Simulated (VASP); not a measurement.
# Cr (P6_3/mmc) in VASP: a series of runs, part 2 of 2

VASP 6.6.1. The steps go on from the part before.

### Step 5. Single point, PBEsol, collinear spin, ferromagnetic start

File INCAR:

```
SYSTEM = Cr
ADDGRID = .FALSE.
ALGO = Normal
EDIFF = 1E-6
ENCUT = 400
GGA = PS
ISIF = 2
ISMEAR = 1
ISPIN = 2
LASPH = .TRUE.
LCHARG = .FALSE.
LMAXMIX = 4
LORBIT = 11
LREAL = .FALSE.
LWAVE = .FALSE.
MAGMOM = 3 3
NELM = 100
PREC = Accurate
SIGMA = 0.1
```

File KPOINTS:

```
k-points
0
G
  10 10 6
  0 0 0
```

File POSCAR:

```
Cr
1.0
    2.7140000000      0.0000000000      0.0000000000
   -1.3570000000      2.3503929459      0.0000000000
    0.0000000000      0.0000000000      4.4100000000
Cr
2
Direct
    0.6666666667      0.3333333333      0.7500000000
    0.3333333333      0.6666666667      0.2500000000
```

Potentials or basis: VASP PAW PBE potentials, release 64 (Cr_pv).

The run is started by

```bash
> cat potpaw_PBE.64/Cr_pv/POTCAR > POTCAR
> mpirun -np 1 vasp_std > vasp.out
```

OUTCAR:

```text
SYSTEM = Cr
   EDIFF = 1E-6
   ENCUT = 400
   GGA = PS
   ISIF = 2
   ISMEAR = 1
   ISPIN = 2
   LASPH = .TRUE.
   LORBIT = 11
   LREAL = .FALSE.
   NELM = 100
   PREC = Accurate

 Found     56 irreducible k-points:

 Following reciprocal coordinates:
            Coordinates               Weight
  0.000000  0.000000  0.000000      1.000000
  0.100000  0.000000  0.000000      6.000000
  0.200000  0.000000  0.000000      6.000000
  0.300000 -0.000000  0.000000      6.000000
  0.400000  0.000000  0.000000      6.000000
  0.500000  0.000000  0.000000      3.000000
   k-points           NKPTS =     56   k-points in BZ     NKDIM =     56   number of bands    NBANDS=     19
   number of dos      NEDOS =    301   number of ions     NIONS =      2
   total plane-waves  NPLWV =   9720
   dimension x,y,z NGX =    18 NGY =   18 NGZ =   30
   dimension x,y,z NGXF=    36 NGYF=   36 NGZF=   60
   ions per type =               2
   NGX,Y,Z   is equivalent  to a cutoff of  11.03, 11.03, 11.31 a.u.
   NGXF,Y,Z  is equivalent  to a cutoff of  22.05, 22.05, 22.62 a.u.
 SYSTEM =  Cr
   PREC   = accura    normal or accurate (medium, high low for compatibility)
   ISTART =      0    job   : 0-new  1-cont  2-samecut
   ICHARG =      2    charge: 1-file 2-atom 10-const
   ISPIN  =      2    spin polarized calculation?
   LNONCOLLINEAR =      F non collinear calculations
   LSORBIT =      F    spin-orbit coupling
   LASPH  =      T    aspherical Exc in radial PAW
   ENCUT  =  400.0 eV  29.40 Ry    5.42 a.u.   4.43  4.43  7.19*2*pi/ulx,y,z
   NELM   =    100;   NELMIN=  2; NELMDL= -5     # of ELM steps
   EDIFF  = 0.1E-05   stopping-criterion for ELM
   LREAL  =      F    real-space projection
   EDIFFG = 0.1E-04   stopping-criterion for IOM
   NSW    =      0    number of steps for IOM
   IBRION =     -1    ionic relax: 0-MD 1-quasi-New 2-CG
   NFREE  =      0    steps in history (QN), initial steepest desc. (CG)
   ISIF   =      2    stress and relaxation
   ISYM   =      2    0-nonsym 1-usesym 2-fastsym
   POTIM  = 0.5000    time-step for ionic-motion
   TEBEG  =    0.0;   TEEND  =   0.0 temperature during run
   PSTRESS=    0.0 pullay stress
   NELECT =      24.0000    total number of electrons
   NUPDOWN=      -1.0000    fix difference up-down
   EMIN   =  10.00;   EMAX   =-10.00  energy-range for DOS
   EFERMI =   0.00;   METHOD = LEGACY
   ISMEAR =     1;   SIGMA  =   0.10  broadening in eV -4-tet -1-fermi 0-gaus
   EFERMI_NEDOS =   21; number of points for ismear=-14 and -15
   IALGO  =     38    algorithm
   IMIX   =      4    mixing-type and parameters
     AMIX     =   0.40;   BMIX     =  1.00
     AMIX_MAG =   1.60;   BMIX_MAG =  1.00
  volume/ion in A,a.u.               =      14.07        94.92
  Fermi-wavevector in a.u.,A,eV,Ry     =   1.552681  2.934142 32.801180  2.410819
  Thomas-Fermi vector in A             =   2.657021
   LORBIT       =     11    0 simple, 1 ext, 2 COOP (PROOUT), +10 PAW based schemes
   GGA     = PS    functional components
   LHFCALC =     F    Hartree Fock is set to
   AEXX    =    0.0000 exact exchange contribution
   IVDW    =     0    specifies the selected vdW correction
   LEPSILON=     F    determine dielectric tensor
   LRPA    =     F    only Hartree local field effects (RPA)
 spin polarized calculation
 Methfessel and Paxton  Order N= 1 SIGMA  =   0.10
  energy-cutoff  :      400.00
  volume of cell :       28.13
 maximum number of plane-waves:       537
 NGX is ok and might be reduce to    18
   NGX =  9   NGY =  9   NGZ = 15

 number of electron      24.0000004 magnetization       1.6623576

 Free energy of the ion-electron system (eV)
  ---------------------------------------------------
  ext. energy  EPLUGINS =         0.00000000
  ---------------------------------------------------
  free energy    TOTEN  =       -18.90218743 eV

  energy without entropy =      -18.90406351  energy(sigma->0) =      -18.90281279

 E-fermi :   8.1212     XC(G=0): -12.6948

 val. band max:        8.1177786749   @ k =   0.0000   0.0000   0.0000
 cond. band min:       8.1233983455   @ k =   0.0000   0.0000   0.1667
 fundamental gap:      0.0056196705
 Fermi energy:         8.1211932452

 spin component 1

 k-point     1 :       0.0000    0.0000    0.0000
  band No.  band energies     occupation
      1     -35.1569      1.00000
      2     -34.8143      1.00000
      3     -34.8143      1.00000
      4     -34.7471      1.00000
      5     -34.7471      1.00000
      6     -34.6668      1.00000
[... 11 lines left out ...]
     18       9.5417     -0.00000
     19      14.9861      0.00000

 k-point     2 :       0.1000    0.0000    0.0000
  band No.  band energies     occupation
      1     -35.1411      1.00000
      2     -34.8479      1.00000
      3     -34.8251      1.00000
      4     -34.7828      1.00000
      5     -34.7526      1.00000
      6     -34.6728      1.00000
[... 11 lines left out ...]
     18      10.6770      0.00000
     19      14.9871      0.00000

 k-point     3 :       0.2000    0.0000    0.0000
  band No.  band energies     occupation
      1     -35.0974      1.00000
      2     -34.9389      1.00000
      3     -34.8737      1.00000
      4     -34.8528      1.00000
      5     -34.7678      1.00000
      6     -34.6908      1.00000
[... 38 lines left out ...]
      1     -35.1444      1.00000
      2     -35.0692      1.00000
      3     -34.9719      1.00000
      4     -34.9112      1.00000
      5     -34.8035      1.00000
      6     -34.7598      1.00000
[... 11 lines left out ...]
     18      14.3625      0.00000
     19      15.0093      0.00000

 k-point     6 :       0.5000    0.0000    0.0000
  band No.  band energies     occupation
      1     -35.1796      1.00000
      2     -35.1016      1.00000
      3     -34.9394      1.00000
      4     -34.9209      1.00000
      5     -34.8102      1.00000
      6     -34.7820      1.00000
[... 11 lines left out ...]
     18      12.6541      0.00000
     19      15.0090      0.00000

 [... further k-points ...]

 spin component 2

 k-point     1 :       0.0000    0.0000    0.0000
  band No.  band energies     occupation
      1     -34.4472      1.00000
      2     -34.0192      1.00000
      3     -34.0192      1.00000
      4     -33.9509      1.00000
      5     -33.9509      1.00000
      6     -33.9475      1.00000
[... 11 lines left out ...]
     18      10.3198      0.00000
     19      15.9074      0.00000

 k-point     2 :       0.1000    0.0000    0.0000
  band No.  band energies     occupation
      1     -34.4311      1.00000
      2     -34.0536      1.00000
      3     -34.0303      1.00000
      4     -33.9874      1.00000
      5     -33.9565      1.00000
      6     -33.9536      1.00000
[... 11 lines left out ...]
     18      11.2943      0.00000
     19      15.9084      0.00000

 k-point     3 :       0.2000    0.0000    0.0000
  band No.  band energies     occupation
      1     -34.3864      1.00000
      2     -34.1466      1.00000
      3     -34.0803      1.00000
      4     -34.0585      1.00000
      5     -33.9719      1.00000
      6     -33.9719      1.00000
[... 38 lines left out ...]
      1     -34.3570      1.00000
      2     -34.2798      1.00000
      3     -34.2583      1.00000
      4     -34.1180      1.00000
      5     -34.0422      1.00000
      6     -34.0082      1.00000
[... 11 lines left out ...]
     18      14.8447      0.00000
     19      16.0829      0.00000

 k-point     6 :       0.5000    0.0000    0.0000
  band No.  band energies     occupation
      1     -34.3929      1.00000
      2     -34.3129      1.00000
      3     -34.2251      1.00000
      4     -34.1279      1.00000
      5     -34.0648      1.00000
      6     -34.0150      1.00000
[... 11 lines left out ...]
     18      13.1945      0.00000
     19      16.0842      0.00000

 [... further k-points ...]

------------------------ aborting loop because EDIFF is reached ----------------------------------------

  FORCE on cell =-STRESS in cart. coord.  units (eV):
  Direction    XX          YY          ZZ          XY          YZ          ZX
  --------------------------------------------------------------------------------------
  -------------------------------------------------------------------------------------
  Total       -6.1929503     -6.1929503     -5.2606935     -0.0000000      0.0000000      0.0000000
  in kB     -352.7112173   -352.7112173   -299.6157735     -0.0000000      0.0000000      0.0000000
  external PRESSURE =    -335.0127361 kB  Pullay stress =       0.0000000 kB

 VOLUME and BASIS-vectors are now :
 -----------------------------------------------------------------------------
  energy-cutoff  :      400.00
  volume of cell :       28.13
      direct lattice vectors                 reciprocal lattice vectors
     2.714000000  0.000000000  0.000000000     0.368459838  0.212730387  0.000000000
    -1.357000000  2.350392946  0.000000000     0.000000000  0.425460773  0.000000000
     0.000000000  0.000000000  4.410000000     0.000000000  0.000000000  0.226757370

 POSITION                                       TOTAL-FORCE (eV/Angst)
 -----------------------------------------------------------------------------------
      1.35700      0.78346      3.30750        -0.000000     -0.000000      0.000000
     -0.00000      1.56693      1.10250         0.000000      0.000000      0.000000
 -----------------------------------------------------------------------------------
    total drift:                               -0.000000      0.000000     -0.000000

  FREE ENERGIE OF THE ION-ELECTRON SYSTEM (eV)
  ---------------------------------------------------
  free  energy   TOTEN  =       -18.9021874294 eV

  energy  without entropy=      -18.9040635126  energy(sigma->0) =      -18.90281279

 total charge

# of ion       s       p       d       tot
------------------------------------------
    1        0.376   6.283   4.052  10.711
    2        0.376   6.283   4.052  10.711
--------------------------------------------------
tot          0.752  12.566   8.104  21.422

 magnetization (x)

# of ion       s       p       d       tot
------------------------------------------
    1        0.001   0.020   0.752   0.772
    2        0.001   0.020   0.752   0.772
--------------------------------------------------
tot          0.001   0.039   1.504   1.545
```

stdout:

```text
POSCAR found type information on POSCAR Cr
 POSCAR found :  1 types and       2 ions
 scaLAPACK will be used
 -----------------------------------------------------------------------------
|                                                                             |
|                                                                             |
|     You enforced a specific xc type in the INCAR file but a different       |
|     I HOPE YOU KNOW WHAT YOU ARE DOING!                                     |
|                                                                             |
 -----------------------------------------------------------------------------

 LDA part: xc-table for (Slater+PW92), standard interpolation
 POSCAR, INCAR and KPOINTS ok, starting setup
 FFT: planning ... GRIDC
 FFT: planning ... GRID_SOFT
 FFT: planning ... GRID
 WAVECAR not read
 entering main loop
```

Wall time 28 s (1 thread of Intel Xeon Platinum 8488C (Sapphire Rapids), shared host); peak memory 0.15 GiB.

The run converged, but some of its settings lie outside the range that counts as converged, so its numbers aren't taken as properties of the crystal.

What came out:

```yaml
Free_energy: -18.9022 eV
Pressure: -33.5 GPa
Band_gap_on_the_k_mesh: none (metal or under the smearing width)
Net_moment: 1.66 μB per cell
Site_moments: Cr +0.77 μB
Valence_electrons_inside_the_program's_atomic_spheres: Cr 10.71
```

Caveat: a pressure of tens of GPa on the cell as given is suspect, and the run, the potentials or the cell itself is likely at fault; the PAW data sets were made with another functional, which shifts forces and pressure a little.

### Step 6. The reference run

An earlier run on the cell as given: functional PBE; potentials or basis VASP PAW PBE potentials, release 64 (Cr_pv); cutoff 520 eV; k mesh 11 × 11 × 6; occupations fermi-dirac, width 0.05 eV; collinear spin, ferromagnetic start; starting moments [3.0, 3.0] μB.

- Pressure: -25.5 GPa
- Band gap on the k mesh: none (metal or under the smearing width)
- Net moment: 1.77 μB per cell
- Site moments: Cr +0.82 μB
- Valence electrons inside the program's atomic spheres: Cr 10.72
